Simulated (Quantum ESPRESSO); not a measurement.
Runs of Quantum ESPRESSO 7.5 on Ag. The structure is cubic, space group Fm-3m (No. 225). Conventional cell: a = 4.085 Å, b = 4.085 Å, c = 4.085 Å, α = 90.00°, β = 90.00°, γ = 90.00°. Ag (site symmetry m-3m) has 12 Ag at 2.89 Å as nearest neighbours. 

```csv
task,level,potentials or basis,cell,k mesh,cutoff (eV),symmetry,SCF threshold,most ionic steps,forc conv thr,etot conv thr,gap on the mesh (eV),pressure (GPa)
band structure,SCAN,SG15 PBE 1.2,as given,8 × 8 × 8,952,off,1e-08 Ry,-,-,-,none,(a)
relaxation of cell and atoms,PBEsol,SSSP 1.3 efficiency PBE,relaxed to 5 GPa,11 × 11 × 11,939,-,2e-10 Ry,40,0.0004 Ry/bohr,1e-05 Ry,none,5.0
band structure,PBE,SG15 PBE 1.2,as given,11 × 11 × 11,952,-,2e-10 Ry,-,-,-,none,4.4
band structure,PBEsol,SG15 PBE 1.2,as given,11 × 11 × 11,952,-,2e-10 Ry,-,-,-,none,-3.3
band structure,revTPSS,SG15 PBE 1.2,as given,8 × 8 × 8,952,off,1e-08 Ry,-,-,-,none,-2.3
```

Alike in all rows: no spin polarisation; smearing fermi-dirac 0.05 eV.

Problem. Estimate the missing entries.

Solution. (a) 0.3.

Caveats: the potentials were made for another functional, which shifts forces and pressure (some runs).

A k mesh can miss the band edges, and the runs leave out spin-orbit coupling on Ag.

A gap of «none» marks a metal or a gap under the smearing width.
